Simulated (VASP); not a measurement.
Set up this calculation in VASP 6.6.1, as the native input.

| Item | Value |
| --- | --- |
| Task | relaxation of cell and atoms |
| Functional | LDA |
| Potentials or basis | VASP PAW LDA potentials, release 64 (Pb_d, S) |
| Cutoff | 600 eV |
| k mesh | 7 × 7 × 5 |
| Occupations | gaussian, width 0.02 eV |
| Spin | no spin polarisation |
| Further INCAR settings | ALGO = Normal; EDIFF = 1e-06; IBRION = 2; EDIFFG = -0.01; NSW = 40; ISIF = 3 |

The structure of PbS lies in POSCAR:

```
PbS
1.0
    4.1140351392      0.0000000000      0.0000000000
    0.0000000000      4.1140351392      0.0000000000
    0.0000000000      0.0000000000      6.0704709177
Pb S
2 2
Direct
    0.0000000000      0.0000000000      0.0000000000
    0.5000000000      0.5000000000      0.5000000000
    0.5000000000      0.5000000000      0.0000000000
    0.0000000000      0.0000000000      0.5000000000
```

The cell was built by a generator and isn't the measured one.

The input as run:

INCAR

```
SYSTEM = PbS
  PREC = Accurate
  ENCUT = 600
  EDIFF = 1E-6
  ISMEAR = 0
  SIGMA = 0.02
  LREAL = .FALSE.
  LASPH = .TRUE.
  NELM = 80
  ALGO = Normal
  ISIF = 3
  LWAVE = .FALSE.
  LCHARG = .FALSE.
  GGA = CA
  IBRION = 2
  NSW = 40
  EDIFFG = -0.01
  LATTICE_CONSTRAINTS = .FALSE. .FALSE. .TRUE.
```

KPOINTS

```
regular mesh
0
G
  7 7 5
  0 0 0
```

Potentials or basis: VASP PAW LDA potentials, release 64 (Pb_d, S).

Command:

```console
$ cat potpaw_LDA.64/Pb_d/POTCAR potpaw_LDA.64/S/POTCAR > POTCAR
$ mpirun -np 1 vasp_std > vasp.out
```

It gave:

The relaxed volume is 24.76 Å³/atom and the relaxed cell is a = 4.114 Å, b = 4.114 Å, c = 5.852 Å, α = 90.00°, β = 90.00°, γ = 90.00°. The space group after relaxing (to 0.05 Å) is Fm-3m (No. 225) and the energy gained by relaxing is 14.8 meV/atom. The ionic steps are 3 and the pressure after relaxing is 0.7 GPa. The band gap on the k mesh is 0.95 eV.

Caveat: spin-orbit coupling is left out, which as a rule narrows the gap of such compounds by several tenths of an eV; an odd mesh through Γ misses points on the zone boundary, where band edges often lie.

Run time: 2.3 min on 1 thread of AMD EPYC 7R13 Processor (Zen 3), on a shared host, peak memory 0.22 GiB.
